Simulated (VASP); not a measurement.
# Fe (Fmmm) in VASP: notebook, part 2 of 2

VASP 6.6.1.

## (4) Single point, PBEsol, collinear spin, ferromagnetic start

Input file INCAR:

```
  PREC = Accurate
  ENCUT = 900
  EDIFF = 1E-8
  ISMEAR = 1
  SIGMA = 0.05
  LREAL = False
  LASPH = True
  NELM = 100
  ALGO = Normal
  ISIF = 2
  LWAVE = False
  LCHARG = False
  ISPIN = 2
  MAGMOM = 3
  LORBIT = 11
  LMAXMIX = 4
  GGA = PS
  NBANDS = 14
  ADDGRID = False
```

Input file KPOINTS:

```
Automatic mesh
0
Gamma
  11 11 11
```

Input file POSCAR:

```
Fe
1.0
    0.0000000000      1.9417396906      1.9651051623
    1.4984397099      0.0000000000      1.9651051623
    1.4984397099      1.9417396906      0.0000000000
Fe
1
Direct
    0.0000000000      0.0000000000      0.0000000000
```

Potentials or basis: VASP PAW PBE potentials, release 64 (Fe).

On the command line:

```console
cat potpaw_PBE.64/Fe/POTCAR > POTCAR
mpirun -np 1 vasp_std > vasp.out
```

OUTCAR:

```text
PREC = Accurate
   ENCUT = 900
   EDIFF = 1E-8
   ISMEAR = 1
   LREAL = False
   LASPH = True
   NELM = 100
   ISIF = 2
   ISPIN = 2
   LORBIT = 11
   GGA = PS

 ion  position               nearest neighbor table
   1  0.000  0.000  0.000-

  LATTYP: Found a face centered orthorhombic cell.
 ALAT       =     2.9968794198
 B/A-ratio  =     1.2958410524
 C/A-ratio  =     1.3114342535

  Lattice vectors:

 A1 = (   0.0000000000,   1.9417396906,   1.9651051623)
 A2 = (   1.4984397099,   0.0000000000,   1.9651051623)
 A3 = (   1.4984397099,   1.9417396906,   0.0000000000)

Analysis of symmetry for initial positions (statically):
=====================================================================
 Subroutine PRICEL returns:
 Original cell was already a primitive cell.

 Routine SETGRP: Setting up the symmetry group for a
 face centered orthorhombic supercell.

 Subroutine GETGRP returns: Found  8 space group operations
 (whereof  8 operations were pure point group operations)
 out of a pool of  8 trial point group operations.

The static configuration has the point symmetry D_2h.

Analysis of symmetry for dynamics (positions and initial velocities):
=====================================================================
 Subroutine PRICEL returns:
 Original cell was already a primitive cell.

 Routine SETGRP: Setting up the symmetry group for a
 face centered orthorhombic supercell.

 Subroutine GETGRP returns: Found  8 space group operations
 (whereof  8 operations were pure point group operations)
 out of a pool of  8 trial point group operations.

The dynamic configuration has the point symmetry D_2h.

Analysis of structural, dynamic, and magnetic symmetry:
=====================================================================
 Subroutine PRICEL returns:
 Original cell was already a primitive cell.

 Routine SETGRP: Setting up the symmetry group for a
 face centered orthorhombic supercell.

 Subroutine GETGRP returns: Found  8 space group operations
 (whereof  8 operations were pure point group operations)
 out of a pool of  8 trial point group operations.

The overall configuration has the point symmetry D_2h.

 Subroutine INISYM returns: Found  8 space group operations
 (whereof  8 operations are pure point group operations),
 and found     1 'primitive' translations

----------------------------------------------------------------------------------------

                                     Primitive cell

  volume of cell :      11.4353

  direct lattice vectors                    reciprocal lattice vectors
     0.000000000  1.941739691  1.965105162    -0.333680426  0.257501045  0.254439309
     1.498439710  0.000000000  1.965105162     0.333680426 -0.257501045  0.254439309
     1.498439710  1.941739691  0.000000000     0.333680426  0.257501045 -0.254439309

  length of vectors
     2.762605894  2.471226388  2.452687218     0.492329947  0.492329947  0.492329947

  position of ions in fractional coordinates (direct lattice)
     0.000000000  0.000000000  0.000000000

  ion indices of the primitive-cell ions
   primitive index   ion index
                 1           1

----------------------------------------------------------------------------------------

 KPOINTS: Automatic mesh

Automatic generation of k-mesh.
 Grid dimensions read from file:
 generate k-points for:   11   11   11

 Generating k-lattice:

  Cartesian coordinates                     Fractional coordinates (reciprocal lattice)
[... 73 lines left out ...]
   EMIN   =  10.00;   EMAX   =-10.00  energy-range for DOS
   EFERMI =   0.00;   METHOD = LEGACY
   ISMEAR =     1;   SIGMA  =   0.05  broadening in eV -4-tet -1-fermi 0-gaus
   EFERMI_NEDOS =   21; number of points for ismear=-14 and -15
   IALGO  =     38    algorithm
   IMIX   =      4    mixing-type and parameters
     AMIX     =   0.40;   BMIX     =  1.00
     AMIX_MAG =   1.60;   BMIX_MAG =  1.00
  volume/ion in A,a.u.               =      11.44        77.17
  Fermi-wavevector in a.u.,A,eV,Ry     =   1.453303  2.746344 28.736719  2.112089
  Thomas-Fermi vector in A             =   2.570585
   LORBIT       =     11    0 simple, 1 ext, 2 COOP (PROOUT), +10 PAW based schemes
   GGA     = PS    functional components
   LHFCALC =     F    Hartree Fock is set to
   AEXX    =    0.0000 exact exchange contribution
   IVDW    =     0    specifies the selected vdW correction
   LEPSILON=     F    determine dielectric tensor
   LRPA    =     F    only Hartree local field effects (RPA)
 spin polarized calculation
 Methfessel and Paxton  Order N= 1 SIGMA  =   0.05
  energy-cutoff  :      900.00
  volume of cell :       11.44
 maximum number of plane-waves:       715
   NGX = 13   NGY = 13   NGZ = 11

 number of electron       8.0000000 magnetization       2.2242757

 Free energy of the ion-electron system (eV)
  ---------------------------------------------------
  ext. energy  EPLUGINS =         0.00000000
  ---------------------------------------------------
  free energy    TOTEN  =        -8.87643146 eV

  energy without entropy =       -8.87644091  energy(sigma->0) =       -8.87643461

 E-fermi :   5.5662     XC(G=0): -13.2401

 val. band max:        5.5635179551   @ k =   0.3636   0.1818   0.1818
 cond. band min:       5.5720040161   @ k =  -0.1818   0.3636   0.2727
 fundamental gap:      0.0084860610
 Fermi energy:         5.5662318985

 spin component 1

 k-point     1 :       0.0000    0.0000    0.0000
  band No.  band energies     occupation
      1      -2.8846      1.00000
      2       3.1288      1.00000
      3       3.2215      1.00000
      4       3.5552      1.00000
      5       4.2983      1.00000
      6       4.6944      1.00000
      7      29.3880      0.00000
      8      30.8618      0.00000
      9      31.1230      0.00000
     10      35.0585      0.00000
     11      36.1187      0.00000
     12      36.3694      0.00000
     13      36.8654      0.00000
     14      36.9540      0.00000
[... 379 lines left out ...]
      3       2.8842      1.00000
      4       4.2673      1.00000
      5       4.5137      1.00000
      6       5.5328      0.94867
      7      20.3669      0.00000
      8      21.2261      0.00000
      9      28.1482      0.00000
     10      31.7482      0.00000
     11      35.2399      0.00000
     12      38.6818      0.00000
     13      41.7502      0.00000
     14      42.4556      0.00000

 [... further k-points ...]

 spin component 2

 k-point     1 :       0.0000    0.0000    0.0000
  band No.  band energies     occupation
      1      -2.6199      1.00000
      2       5.0294      1.00000
      3       5.1647      1.00000
      4       5.6511     -0.01867
      5       6.8372      0.00000
      6       7.4378      0.00000
      7      29.2693      0.00000
      8      30.8007      0.00000
      9      31.0940      0.00000
     10      35.4854      0.00000
     11      36.2742      0.00000
     12      37.3717      0.00000
     13      37.6040      0.00000
     14      37.6943      0.00000
[... 379 lines left out ...]
      3       4.6998      1.00000
      4       6.6473      0.00000
      5       7.1281      0.00000
      6       7.6819      0.00000
      7      21.1487      0.00000
      8      21.8743      0.00000
      9      28.7186      0.00000
     10      31.9401      0.00000
     11      35.6561      0.00000
     12      39.0194      0.00000
     13      42.3853      0.00000
     14      42.9871      0.00000

 [... further k-points ...]

------------------------ aborting loop because EDIFF is reached ----------------------------------------

  FORCE on cell =-STRESS in cart. coord.  units (eV):
  Direction    XX          YY          ZZ          XY          YZ          ZX
  --------------------------------------------------------------------------------------
  -------------------------------------------------------------------------------------
  Total       -1.0869716     -0.4274760     -0.5849453      0.0000000      0.0000000      0.0000000
  in kB     -152.2939646    -59.8930272    -81.9558123      0.0000000      0.0000000      0.0000000
  external PRESSURE =     -98.0476014 kB  Pullay stress =       0.0000000 kB

 VOLUME and BASIS-vectors are now :
 -----------------------------------------------------------------------------
  energy-cutoff  :      900.00
  volume of cell :       11.44
      direct lattice vectors                 reciprocal lattice vectors
     0.000000000  1.941739691  1.965105162    -0.333680426  0.257501045  0.254439309
     1.498439710  0.000000000  1.965105162     0.333680426 -0.257501045  0.254439309
     1.498439710  1.941739691  0.000000000     0.333680426  0.257501045 -0.254439309

 POSITION                                       TOTAL-FORCE (eV/Angst)
 -----------------------------------------------------------------------------------
      0.00000      0.00000      0.00000        -0.000000     -0.000000      0.000000
 -----------------------------------------------------------------------------------
    total drift:                                0.000000     -0.000000     -0.000000

  FREE ENERGIE OF THE ION-ELECTRON SYSTEM (eV)
  ---------------------------------------------------
  free  energy   TOTEN  =        -8.8764314594 eV

  energy  without entropy=       -8.8764409088  energy(sigma->0) =       -8.87643461

 total charge

# of ion       s       p       d       tot
------------------------------------------
    1        0.487   0.542   6.230   7.259

 magnetization (x)

# of ion       s       p       d       tot
------------------------------------------
    1       -0.014  -0.049   2.277   2.214
```

OSZICAR:

```text
N       E                     dE             d eps       ncg     rms          rms(c)
DAV:   1     0.331277507825E+02    0.33128E+02   -0.53462E+03 12712   0.106E+03
DAV:   2    -0.829901988615E+01   -0.41427E+02   -0.38040E+02 13080   0.171E+02
DAV:   3    -0.995661628392E+01   -0.16576E+01   -0.16317E+01 14554   0.329E+01
DAV:   4    -0.996290650897E+01   -0.62902E-02   -0.62894E-02 14304   0.183E+00
DAV:   5    -0.996293377359E+01   -0.27265E-04   -0.27265E-04 14604   0.122E-01    0.120E+01
DAV:   6    -0.896581477034E+01    0.99712E+00   -0.11103E+01 15384   0.393E+01    0.572E+00
DAV:   7    -0.889376668236E+01    0.72048E-01   -0.70362E-01 14886   0.953E+00    0.335E+00
DAV:   8    -0.888512694347E+01    0.86397E-02   -0.67100E-03 14412   0.488E-01    0.132E+00
DAV:   9    -0.887661105671E+01    0.85159E-02   -0.78617E-03 16378   0.448E-01    0.309E-01
DAV:  10    -0.887641155605E+01    0.19950E-03   -0.56926E-04 14574   0.276E-01    0.974E-02
DAV:  11    -0.887643084507E+01   -0.19289E-04   -0.12343E-04 14178   0.949E-02    0.437E-02
DAV:  12    -0.887643072558E+01    0.11949E-06   -0.26323E-06 14688   0.181E-02    0.216E-02
DAV:  13    -0.887643151049E+01   -0.78491E-06   -0.26181E-06 16280   0.120E-02    0.565E-03
DAV:  14    -0.887643148931E+01    0.21175E-07   -0.19578E-07 14634   0.508E-03    0.138E-03
DAV:  15    -0.887643146752E+01    0.21790E-07   -0.10819E-08  9030   0.114E-03    0.613E-04
DAV:  16    -0.887643145937E+01    0.81493E-08   -0.45017E-09  6708   0.508E-04
   1 F= -.88764315E+01 E0= -.88764346E+01  d E =0.944947E-05  mag=     2.2243
```

stdout:

```text
POSCAR found type information on POSCAR Fe
 POSCAR found :  1 types and       1 ions
 scaLAPACK will be used
 -----------------------------------------------------------------------------
|                                                                             |
|                                                                             |
|     You enforced a specific xc type in the INCAR file but a different       |
|     I HOPE YOU KNOW WHAT YOU ARE DOING!                                     |
|                                                                             |
 -----------------------------------------------------------------------------

 LDA part: xc-table for (Slater+PW92), standard interpolation
 POSCAR, INCAR and KPOINTS ok, starting setup
 FFT: planning ... GRIDC
 FFT: planning ... GRID_SOFT
 FFT: planning ... GRID
 WAVECAR not read
 entering main loop
```

Run time: 65 s. Hardware: 1 thread of Intel Xeon 6975P-C (Granite Rapids), shared host; peak memory 0.24 GiB.

What came out:

* Free energy: -8.8764 eV
* Pressure: -9.8 GPa
* Band gap on the k mesh: none (metal or under the smearing width)
* Net moment: 2.22 μB per cell
* Site moments: Fe +2.21 μB
* Valence electrons inside the program's atomic spheres: Fe 7.26

Stress tensor (GPa, compression positive):
```
-15.23   0.00   0.00
  0.00  -5.99   0.00
  0.00   0.00  -8.20
```

Caveat: the PAW data sets were made with another functional, which shifts forces and pressure a little.

## (5) Single point, PBEsol, collinear spin, ferromagnetic start

Edit INCAR of step 4 so:

```diff
@@ -1,6 +1,6 @@
   PREC = Accurate
-  ENCUT = 900
-  EDIFF = 1E-8
+  ENCUT = 300
+  EDIFF = 1E-6
   ISMEAR = 1
-  SIGMA = 0.05
+  SIGMA = 0.1
   LREAL = False
```

Input file KPOINTS:

```
Automatic mesh
0
Gamma
  3 3 3
```

POSCAR is that of step 4.

On the command line:

```console
cat potpaw_PBE.64/Fe/POTCAR > POTCAR
mpirun -np 1 vasp_std > vasp.out
```

Wall time 2.5 s (1 thread of Intel Xeon 6975P-C (Granite Rapids), shared host); peak memory 0.1 GiB.

These settings aren't checked as converged: the numbers below hold their error.

What came out:

| Quantity | Value |
| --- | --- |
| Free energy | -8.9087 eV |
| Band gap on the k mesh | none (metal or under the smearing width) |
| Net moment | 2.96 μB per cell |
| Site moments | Fe +2.92 μB |
| Valence electrons inside the program's atomic spheres | Fe 7.25 |

Caveat: the k mesh is coarse (spacing up to 1.03 Å⁻¹), so the values aren't converged; the cutoff is under 1.25 times the usual one of these potentials, so pressure, stress and relaxed cells hold a basis-set (Pulay) error; the PAW data sets were made with another functional, which shifts forces and pressure a little.

## (6) The reference run

An earlier run on the cell as given: functional PBE; potentials or basis VASP PAW PBE potentials, release 64 (Fe); cutoff 520 eV; k mesh 13 × 13 × 13; occupations fermi-dirac, width 0.05 eV; collinear spin, ferromagnetic start; starting moments [3.0] μB.

* Pressure: -1.0 GPa
* Band gap on the k mesh: none (metal or under the smearing width)
* Net moment: 2.20 μB per cell
* Site moments: Fe +2.19 μB
* Valence electrons inside the program's atomic spheres: Fe 7.26

## (7) Overview

```csv
task,level,potentials or basis,cell,k mesh,cutoff (eV),smearing,ladder,gap on the mesh (eV),pressure (GPa),moment (μB)
single point,PBE,"VASP PAW PBE potentials, release 64 (Fe)",as given,13 × 13 × 13,520,fermi-dirac 0.05 eV,-,none,-1.0,2.20
relaxation of cell and atoms,LDA,"VASP PAW LDA potentials, release 64 (Fe)",relaxed,12 × 12 × 12,600,fermi-dirac 0.05 eV,gaps,none,0.0,1.95
single point,PBEsol,"VASP PAW PBE potentials, release 64 (Fe)",as given,11 × 11 × 11,900,methfessel-paxton 0.05 eV,-,none,-9.8,2.22
```

Alike in all rows: spin collinear, ferromagnetic start.

Caveats: the PAW data sets were made with another functional, which shifts forces and pressure a little (some runs).

Absolute energies hang on the potentials; compare differences alone.
